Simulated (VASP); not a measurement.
## Zr under changes of volume

One of the cells (22.556 Å³/atom); the others are scaled copies at fixed shape and fractional positions:

```
Zr
1.0
     3.19815    0.00000    0.00000
    -1.59907    2.76968    0.00000
     0.00000    0.00000    5.09291
Zr
2
Direct
  0.66667 0.33333 0.75000
  0.33333 0.66667 0.25000
```

* Program: VASP 6.6.1
* Functional: PBE
* Dispersion: D3(BJ)
* Potentials or basis: VASP PAW PBE potentials, release 64 (Zr_sv)
* Cutoff: 520 eV
* k mesh: 8 × 8 × 4
* Occupations: fermi-dirac, width 0.05 eV
* Spin: no spin polarisation

```tsv
volume (Å³/atom)	energy over the lowest point (meV/atom)	pressure (GPa)
21.654	?	?
22.105	3.34	2.1
22.556	0.00	0.0
23.007	2.41	-2.0
23.458	10.11	-3.8
```

Problem. What does the run at 21.654 Å³/atom give?

Solution. Energy over the lowest point 12.90 meV/atom; pressure 4.3 GPa.

Worked out: A Birch-Murnaghan fit of order 2 (a polynomial in V^(-2/3)) to the other rows has its minimum at 22.58 Å³/atom with B0 = V·E''(V) = 102 GPa at fixed shape and positions, which overstates the stiffness. It gives 13.11 meV/atom at 21.654 Å³/atom, against the run's 12.90, and -dE/dV = 4.7 GPa, against 4.3.

Energies are extrapolated to zero smearing.

Caveats: pairwise dispersion overbinds metals, which lowers pressure and volume.
